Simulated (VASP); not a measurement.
# Al (Fm-3m) in VASP: notebook, part 2 of 2

VASP 6.6.1.

### 4 Single point, PBE

This run uses another cell than the first one, of 16.65 Å³/atom, 1.003 times its volume.

INCAR

```
PREC     = Accurate       # precision mode
ENCUT    = 520            # plane-wave cutoff, eV
EDIFF    = 1E-7           # SCF threshold, eV
ISMEAR   = 0              # smearing method
SIGMA    = 0.1            # smearing width, eV
LREAL    = False          # projectors in reciprocal space
LASPH    = True           # aspherical terms in the spheres
NELM     = 100            # most SCF steps
ALGO     = Normal         # electronic algorithm
ISIF     = 2              # what is computed and relaxed
LWAVE    = False          # write WAVECAR
LCHARG   = False          # write CHGCAR
GGA      = PE             # functional
NBANDS   = 8              # bands
```

KPOINTS

```
regular mesh
0
Gamma
  4 4 4
```

POSCAR

```
Al                                      
1.0
    0.0000000000      2.0266925247      2.0266925247
    2.0266925247      0.0000000000      2.0266925247
    2.0266925247      2.0266925247      0.0000000000
  Al            
     1
Direct
     0.0000000000000000    0.0000000000000000    0.0000000000000000
```

Potentials or basis: VASP PAW PBE potentials, release 64 (Al).

Command:

```
> cat potpaw_PBE.64/Al/POTCAR > POTCAR
> mpirun -np 1 vasp_std > vasp.out
```

OUTCAR:

```text
PREC = Accurate
   ENCUT = 520
   EDIFF = 1E-7
   ISMEAR = 0
   LREAL = False
   LASPH = True
   NELM = 100
   ISIF = 2
   GGA = PE

 ion  position               nearest neighbor table
   1  0.000  0.000  0.000-

  LATTYP: Found a face centered cubic cell.
 ALAT       =     4.0533850494

  Lattice vectors:

 A1 = (   0.0000000000,   2.0266925247,   2.0266925247)
 A2 = (   2.0266925247,   0.0000000000,   2.0266925247)
 A3 = (   2.0266925247,   2.0266925247,   0.0000000000)

Analysis of symmetry for initial positions (statically):
=====================================================================
 Subroutine PRICEL returns:
 Original cell was already a primitive cell.

 Routine SETGRP: Setting up the symmetry group for a
 face centered cubic supercell.

 Subroutine GETGRP returns: Found 48 space group operations
 (whereof 48 operations were pure point group operations)
 out of a pool of 48 trial point group operations.

The static configuration has the point symmetry O_h .

Analysis of symmetry for dynamics (positions and initial velocities):
=====================================================================
 Subroutine PRICEL returns:
 Original cell was already a primitive cell.

 Routine SETGRP: Setting up the symmetry group for a
 face centered cubic supercell.

 Subroutine GETGRP returns: Found 48 space group operations
 (whereof 48 operations were pure point group operations)
 out of a pool of 48 trial point group operations.

The dynamic configuration has the point symmetry O_h .

 Subroutine INISYM returns: Found 48 space group operations
 (whereof 48 operations are pure point group operations),
 and found     1 'primitive' translations

----------------------------------------------------------------------------------------

                                     Primitive cell

  volume of cell :      16.6492

  direct lattice vectors                    reciprocal lattice vectors
     0.000000000  2.026692525  2.026692525    -0.246707379  0.246707379  0.246707379
     2.026692525  0.000000000  2.026692525     0.246707379 -0.246707379  0.246707379
     2.026692525  2.026692525  0.000000000     0.246707379  0.246707379 -0.246707379

  length of vectors
     2.866176055  2.866176055  2.866176055     0.427309714  0.427309714  0.427309714

  position of ions in fractional coordinates (direct lattice)
     0.000000000  0.000000000  0.000000000

  ion indices of the primitive-cell ions
   primitive index   ion index
                 1           1

----------------------------------------------------------------------------------------

 KPOINTS: regular mesh

Automatic generation of k-mesh.
 Grid dimensions read from file:
 generate k-points for:    4    4    4

 Generating k-lattice:

  Cartesian coordinates                     Fractional coordinates (reciprocal lattice)
    -0.061676845  0.061676845  0.061676845     0.250000000  0.000000000  0.000000000
     0.061676845 -0.061676845  0.061676845     0.000000000  0.250000000  0.000000000
     0.061676845  0.061676845 -0.061676845     0.000000000  0.000000000  0.250000000

  Length of vectors
     0.106827429  0.106827429  0.106827429

  Shift w.r.t. Gamma in fractional coordinates (k-lattice)
     0.000000000  0.000000000  0.000000000

 Subroutine IBZKPT returns following result:
 ===========================================

 Found      8 irreducible k-points:

 Following reciprocal coordinates:
            Coordinates               Weight
  0.000000  0.000000  0.000000      1.000000
  0.250000  0.000000  0.000000      8.000000
  0.500000  0.000000  0.000000      4.000000
  0.250000  0.250000  0.000000      6.000000
  0.500000  0.250000  0.000000     24.000000
 -0.250000  0.250000  0.000000     12.000000
  0.500000  0.500000  0.000000      3.000000
 -0.250000  0.500000  0.250000      6.000000
   k-points           NKPTS =      8   k-points in BZ     NKDIM =      8   number of bands    NBANDS=      8
   number of dos      NEDOS =    301   number of ions     NIONS =      1
   total plane-waves  NPLWV =  13824
   dimension x,y,z NGX =    24 NGY =   24 NGZ =   24
   dimension x,y,z NGXF=    48 NGYF=   48 NGZF=   48
   ions per type =               1
   NGX,Y,Z   is equivalent  to a cutoff of  13.92, 13.92, 13.92 a.u.
   NGXF,Y,Z  is equivalent  to a cutoff of  27.84, 27.84, 27.84 a.u.
 SYSTEM =  unknown system
   PREC   = accura    normal or accurate (medium, high low for compatibility)
   ISTART =      0    job   : 0-new  1-cont  2-samecut
   ICHARG =      2    charge: 1-file 2-atom 10-const
   ISPIN  =      1    spin polarized calculation?
   LNONCOLLINEAR =      F non collinear calculations
   LSORBIT =      F    spin-orbit coupling
   LASPH  =      T    aspherical Exc in radial PAW
   ENCUT  =  520.0 eV  38.22 Ry    6.18 a.u.   5.33  5.33  5.33*2*pi/ulx,y,z
   NELM   =    100;   NELMIN=  2; NELMDL= -5     # of ELM steps
   EDIFF  = 0.1E-06   stopping-criterion for ELM
   LREAL  =      F    real-space projection
   EDIFFG = 0.1E-05   stopping-criterion for IOM
   NSW    =      0    number of steps for IOM
   IBRION =     -1    ionic relax: 0-MD 1-quasi-New 2-CG
   NFREE  =      0    steps in history (QN), initial steepest desc. (CG)
   ISIF   =      2    stress and relaxation
   ISYM   =      2    0-nonsym 1-usesym 2-fastsym
   POTIM  = 0.5000    time-step for ionic-motion
   TEBEG  =    0.0;   TEEND  =   0.0 temperature during run
   PSTRESS=    0.0 pullay stress
   NELECT =       3.0000    total number of electrons
   NUPDOWN=      -1.0000    fix difference up-down
   EMIN   =  10.00;   EMAX   =-10.00  energy-range for DOS
   EFERMI =   0.00;   METHOD = LEGACY
   ISMEAR =     0;   SIGMA  =   0.10  broadening in eV -4-tet -1-fermi 0-gaus
   EFERMI_NEDOS =   21; number of points for ismear=-14 and -15
   IALGO  =     38    algorithm
   IMIX   =      4    mixing-type and parameters
     AMIX     =   0.40;   BMIX     =  1.00
     AMIX_MAG =   1.60;   BMIX_MAG =  1.00
  volume/ion in A,a.u.               =      16.65       112.35
  Fermi-wavevector in a.u.,A,eV,Ry     =   0.924664  1.747362 11.633034  0.855004
  Thomas-Fermi vector in A             =   2.050435
   LORBIT       =      0    0 simple, 1 ext, 2 COOP (PROOUT), +10 PAW based schemes
   GGA     = PE    functional components
   LHFCALC =     F    Hartree Fock is set to
   AEXX    =    0.0000 exact exchange contribution
   IVDW    =     0    specifies the selected vdW correction
   LEPSILON=     F    determine dielectric tensor
   LRPA    =     F    only Hartree local field effects (RPA)
 non-spin polarized calculation
 Gauss-broadening in eV      SIGMA  =   0.10
  energy-cutoff  :      520.00
  volume of cell :       16.65
 maximum number of plane-waves:       464
 NGX is ok and might be reduce to    24
   NGX = 11   NGY = 11   NGZ = 11

 number of electron       3.0000000 magnetization

 Free energy of the ion-electron system (eV)
  ---------------------------------------------------
  ext. energy  EPLUGINS =         0.00000000
  ---------------------------------------------------
  free energy    TOTEN  =        -3.46038870 eV

  energy without entropy =       -3.44427360  energy(sigma->0) =       -3.45233115

 E-fermi :   7.2197     XC(G=0): -10.1607

 val. band max:        7.1595784151   @ k =   0.5000   0.2500   0.0000
 cond. band min:       8.0919990518   @ k =  -0.2500   0.5000   0.2500
 fundamental gap:      0.9324206368
 Fermi energy:         7.2197491481

 k-point     1 :       0.0000    0.0000    0.0000
  band No.  band energies     occupation
      1      -3.1621      2.00000
      2      20.4808      0.00000
      3      20.4808      0.00000
      4      20.4808      0.00000
      5      21.9036      0.00000
      6      21.9036      0.00000
      7      21.9036      0.00000
      8      24.3180      0.00000
[... 67 lines left out ...]
 k-point     8 :      -0.2500    0.5000    0.2500
  band No.  band energies     occupation
      1       7.0771      1.95627
      2       7.0771      1.95627
      3       8.0920      0.00000
      4       8.9686      0.00000
      5      23.6561      0.00000
      6      23.6561      0.00000
      7      24.1656      0.00000
      8      26.2050      0.00000

------------------------ aborting loop because EDIFF is reached ----------------------------------------

  FORCE on cell =-STRESS in cart. coord.  units (eV):
  Direction    XX          YY          ZZ          XY          YZ          ZX
  --------------------------------------------------------------------------------------
  -------------------------------------------------------------------------------------
  Total        0.0003162      0.0003162      0.0003162      0.0000000      0.0000000     -0.0000000
  in kB        0.0304303      0.0304303      0.0304303      0.0000000      0.0000000     -0.0000000
  external PRESSURE =       0.0304303 kB  Pullay stress =       0.0000000 kB

 VOLUME and BASIS-vectors are now :
 -----------------------------------------------------------------------------
  energy-cutoff  :      520.00
  volume of cell :       16.65
      direct lattice vectors                 reciprocal lattice vectors
     0.000000000  2.026692525  2.026692525    -0.246707379  0.246707379  0.246707379
     2.026692525  0.000000000  2.026692525     0.246707379 -0.246707379  0.246707379
     2.026692525  2.026692525  0.000000000     0.246707379  0.246707379 -0.246707379

 POSITION                                       TOTAL-FORCE (eV/Angst)
 -----------------------------------------------------------------------------------
      0.00000      0.00000      0.00000         0.000000      0.000000     -0.000000
 -----------------------------------------------------------------------------------
    total drift:                               -0.000000     -0.000000     -0.000000

  FREE ENERGIE OF THE ION-ELECTRON SYSTEM (eV)
  ---------------------------------------------------
  free  energy   TOTEN  =        -3.4603886986 eV

  energy  without entropy=       -3.4442735973  energy(sigma->0) =       -3.45233115
```

Wall time 1.4 s (1 thread of Intel Xeon 6975P-C (Granite Rapids), shared host); peak memory 0.12 GiB.

Results:

```
Free energy            : -3.4604 eV
Pressure               : 0.0 GPa
Band gap on the k mesh : none (metal or under the smearing width)
```

Levels at points of the mesh, in eV from the Fermi level:
| k point | band 1 | band 2 | band 3 | band 4 | band 5 |
| --- | --- | --- | --- | --- | --- |
| (0.00, 0.00, 0.00) | -10.38 | 13.26 | 13.26 | 13.26 | 14.68 |
| (0.50, 0.00, 0.00) | -3.87 | -3.68 | 12.01 | 12.01 | 12.11 |
| (0.50, 0.50, 0.00) | -2.21 | -0.91 | 5.95 | 6.24 | 6.24 |

Caveat: the k mesh is coarse (spacing up to 0.67 Å⁻¹), so the values aren't converged.
